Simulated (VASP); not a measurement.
# MoS2 (R3m) in VASP: notebook, part 2 of 2

VASP 6.6.1. Earlier steps stand in the parts before.

## Step 4: Relaxation of cell and atoms, PBEsol

Contents of INCAR:

```
PREC = Accurate
ENCUT = 300
EDIFF = 1E-7
ISMEAR = 0
SIGMA = 0.02
LREAL = F
LASPH = T
NELM = 80
ALGO = Normal
ISIF = 3
LWAVE = F
LCHARG = F
GGA = PS
IBRION = 2
NSW = 90
EDIFFG = -0.005
```

Contents of KPOINTS:

```
regular mesh
0
Gamma
  12 12 12
```

Contents of POSCAR:

```
MoS2
1.0
    1.5921519200      0.9192293400      6.4820983800
   -1.5921519200      0.9192293400      6.4820983800
    0.0000000000     -1.8384586700      6.4820983800
Mo S
1 2
Direct
    0.0002249600      0.0002249600      0.0002249600
    0.5870697800      0.5870697800      0.5870697800
    0.7467042600      0.7467042600      0.7467042600
```

Potentials or basis: VASP PAW PBE potentials, release 64 (Mo_sv, S).

Run with:

```
cat potpaw_PBE.64/Mo_sv/POTCAR potpaw_PBE.64/S/POTCAR > POTCAR
mpirun -np 1 vasp_std > vasp.out
```

OUTCAR:

```text
PREC = Accurate
   ENCUT = 300
   EDIFF = 1E-7
   ISMEAR = 0
   LREAL = F
   LASPH = T
   NELM = 80
   ISIF = 3
   GGA = PS
   IBRION = 2
   NSW = 90
   EDIFFG = -0.005

 ion  position               nearest neighbor table
   1  0.000  0.000  0.000-   3 2.41   3 2.41   3 2.41   2 2.41   2 2.41   2 2.41
   2  0.587  0.587  0.587-   1 2.41   1 2.41   1 2.41
   3  0.747  0.747  0.747-   1 2.41   1 2.41   1 2.41

  LATTYP: Found a trigonal (rhomboedric) cell.
 ALAT       =     6.7377688981
 COS(alpha) =     0.8883222175

  Lattice vectors:

 A1 = (   1.5921519200,   0.9192293400,   6.4820983800)
 A2 = (  -1.5921519200,   0.9192293400,   6.4820983800)
 A3 = (   0.0000000000,  -1.8384586700,   6.4820983800)

Analysis of symmetry for initial positions (statically):
=====================================================================
[... 374 lines left out ...]

 E-fermi :   7.8967     XC(G=0): -11.0717

 val. band max:        7.6325098766   @ k =   0.5000   0.5000   0.5000
 cond. band min:       8.5544883398   @ k =  -0.1667   0.1667   0.0000
 fundamental gap:      0.9219784632
 Fermi energy:         7.8966987608

 k-point     1 :       0.0000    0.0000    0.0000
  band No.  band energies     occupation
      1     -53.7234      2.00000
      2     -27.9535      2.00000
      3     -27.6877      2.00000
      4     -27.6877      2.00000
      5      -7.4385      2.00000
      6      -5.7234      2.00000
[... 457 lines left out ...]
      4     -27.8557      2.00000
      5      -5.1713      2.00000
      6      -5.0149      2.00000
[... 9 lines left out ...]
     16      10.3760      0.00000
     17      11.6738      0.00000

 [... further k-points ...]

------------------------ aborting loop because EDIFF is reached ----------------------------------------

  FORCE on cell =-STRESS in cart. coord.  units (eV):
  Direction    XX          YY          ZZ          XY          YZ          ZX
  --------------------------------------------------------------------------------------
  -------------------------------------------------------------------------------------
  Total       -0.0013808     -0.0013808      0.0062230      0.0000000      0.0000000     -0.0000000
  in kB       -0.0420287     -0.0420287      0.1894127      0.0000000      0.0000000     -0.0000000
  external PRESSURE =       0.0351184 kB  Pullay stress =       0.0000000 kB
[... 18 lines left out ...]
  FREE ENERGIE OF THE ION-ELECTRON SYSTEM (eV)
  ---------------------------------------------------
  free  energy   TOTEN  =       -23.4570618682 eV

  energy  without entropy=      -23.4570618682  energy(sigma->0) =      -23.45706187

 reached required accuracy - stopping structural energy minimisation
```

OSZICAR:

```text
N       E                     dE             d eps       ncg     rms          rms(c)
DAV:   1     0.105273681633E+03    0.10527E+03   -0.10597E+04  7546   0.950E+02
[... 372 lines left out ...]
DAV:   2    -0.234571377797E+02    0.17137E-03   -0.23767E-03  6571   0.358E-01    0.777E-02
DAV:   3    -0.234570664909E+02    0.71289E-04   -0.36141E-04  6623   0.109E-01    0.190E-02
DAV:   4    -0.234570600870E+02    0.64040E-05   -0.41508E-05  6451   0.483E-02    0.173E-02
DAV:   5    -0.234570609493E+02   -0.86227E-06   -0.23364E-06  7879   0.116E-02    0.123E-02
DAV:   6    -0.234570617536E+02   -0.80437E-06   -0.12011E-06  6831   0.611E-03    0.162E-03
DAV:   7    -0.234570618699E+02   -0.11623E-06   -0.10405E-07  3213   0.239E-03    0.851E-04
DAV:   8    -0.234570618682E+02    0.16985E-08   -0.11277E-08  3213   0.794E-04
  38 F= -.23457062E+02 E0= -.23457062E+02  d E =-.128970E-04
```

Wall time 58 min (1 thread of Intel Xeon Platinum 8488C (Sapphire Rapids), shared host); peak memory 0.29 GiB.

Results:

```yaml
Free_energy: -23.4571 eV
Relaxed_volume: 17.55 Å³/atom
Relaxed_cell: a = 6.424 Å, b = 6.424 Å, c = 6.424 Å, α = 28.29°, β = 28.29°, γ = 28.29°
Space_group_after_relaxing_to_0.05_Å: R3m (No. 160)
Energy_gained_by_relaxing: 10.0 meV/atom
Ionic_steps: 38
Pressure_after_relaxing: 0.0 GPa
Band_gap_on_the_k_mesh: 0.92 eV, indirect (least direct gap 1.81 eV)
```

Step by step:
| step | energy change (eV) | largest force (eV/Å) | pressure (GPa) | volume (Å³) |
| --- | --- | --- | --- | --- |
| 1 | 0.0000 | 0.1270 | -3.51 | 56.92 |
| 2 | 0.0222 | 0.8941 | 6.31 | 53.56 |
| 3 | -0.0172 | 0.2585 | 0.11 | 55.55 |
| 4 | -0.0214 | 0.0002 | -0.18 | 55.25 |
| 5 | -0.0216 | 0.0450 | -0.13 | 55.30 |
| 6 | -0.0220 | 0.0544 | -0.03 | 55.18 |
| 7 | -0.0232 | 0.0839 | 0.28 | 54.82 |
| 8 | -0.0245 | 0.1448 | 0.94 | 54.10 |
| 9 | -0.0228 | 0.2765 | 2.44 | 52.66 |
| 10 | -0.0245 | 0.1861 | 1.35 | 53.72 |
| 11 | -0.0246 | 0.1849 | 1.35 | 53.71 |
| 12 | -0.0248 | 0.1811 | 1.33 | 53.68 |
| 13 | -0.0252 | 0.1732 | 1.30 | 53.62 |
| 14 | -0.0258 | 0.1578 | 1.23 | 53.49 |
| 15 | -0.0270 | 0.1276 | 1.11 | 53.24 |
| 16 | -0.0287 | 0.0694 | 0.88 | 52.75 |
| 17 | -0.0283 | 0.0460 | 0.57 | 51.75 |
| 18 | -0.0291 | 0.0275 | 0.77 | 52.32 |
| 19 | -0.0295 | 0.0107 | 0.52 | 52.45 |
| 20 | -0.0299 | 0.0261 | 0.00 | 52.75 |
| 21 | -0.0299 | 0.0292 | -0.04 | 52.78 |
| 22 | -0.0300 | 0.0167 | -0.01 | 52.78 |
| 23 | -0.0300 | 0.0121 | 0.06 | 52.80 |
| 24 | -0.0300 | 0.0076 | 0.01 | 52.81 |
| 25 | -0.0300 | 0.0047 | -0.03 | 52.82 |
| 26 | -0.0300 | 0.0054 | -0.02 | 52.82 |
| 27 | -0.0301 | 0.0077 | -0.01 | 52.81 |
| 28 | -0.0301 | 0.0123 | 0.01 | 52.78 |
| 29 | -0.0301 | 0.0215 | 0.04 | 52.74 |
| 30 | -0.0301 | 0.0169 | 0.03 | 52.76 |
| 31 | -0.0301 | 0.0165 | 0.02 | 52.76 |
| 32 | -0.0301 | 0.0150 | 0.02 | 52.76 |
| 33 | -0.0301 | 0.0123 | 0.00 | 52.75 |
| 34 | -0.0301 | 0.0069 | -0.03 | 52.73 |
| 35 | -0.0301 | 0.0040 | -0.10 | 52.69 |
| 36 | -0.0301 | 0.0006 | -0.07 | 52.71 |
| 37 | -0.0301 | 0.0009 | -0.05 | 52.69 |
| 38 | -0.0301 | 0.0015 | 0.00 | 52.64 |

Final structure:
```
Mo S
1.0
     1.57020    0.90656    6.16309
    -1.57020    0.90656    6.16309
     0.00000   -1.81311    6.16309
Mo S
1 2
Direct
  0.00024 0.00024 0.00024
  0.58260 0.58260 0.58260
  0.75116 0.75116 0.75116
```

Levels at points of the mesh, in eV from the valence-band top:
```
           k point  band 11  band 12  band 13  band 14  band 15  band 16
(0.00, 0.00, 0.00)    -2.17    -1.27    -1.24     2.15     2.15     2.54
(0.50, 0.00, 0.00)    -2.36    -1.49    -1.46     1.75     2.12     3.54
(0.50, 0.50, 0.00)    -2.95    -1.68    -1.27     1.71     2.27     3.05
(0.50, 0.50, 0.50)    -2.14    -2.14     0.00     2.25     2.25     2.41
```

Caveat: the cutoff is under 1.25 times the usual one of these potentials, so pressure, stress and relaxed cells hold a basis-set (Pulay) error; the PAW data sets were made with another functional, which shifts forces and pressure a little. A k mesh can miss the band edges.

## Step 5: Overview

| level | potentials or basis | cutoff (eV) | gap on the mesh (eV) | pressure (GPa) | relaxed volume (Å³/atom) |
| --- | --- | --- | --- | --- | --- |
| LDA | VASP PAW LDA potentials, release 64 (Mo_sv, S) | 600 | 0.75 | 0.0 | 16.93 |
| PBE+D3(BJ) | VASP PAW PBE potentials, release 64 (Mo_sv, S) | 600 | 0.80 | 0.0 | 17.20 |
| PBEsol | VASP PAW PBE potentials, release 64 (Mo_sv, S) | 300 | 0.92 | 0.0 | 17.55 |

Alike in all rows: task relaxation of cell and atoms; no spin polarisation; cell relaxed; k mesh 12 × 12 × 12; smearing gaussian 0.02 eV.

Caveats: the cutoff is under 1.25 times the usual one of these potentials, so pressure, stress and relaxed cells hold a basis-set (Pulay) error (some runs); the PAW data sets were made with another functional, which shifts forces and pressure a little (some runs).

Absolute energies hang on the potentials; compare differences alone.
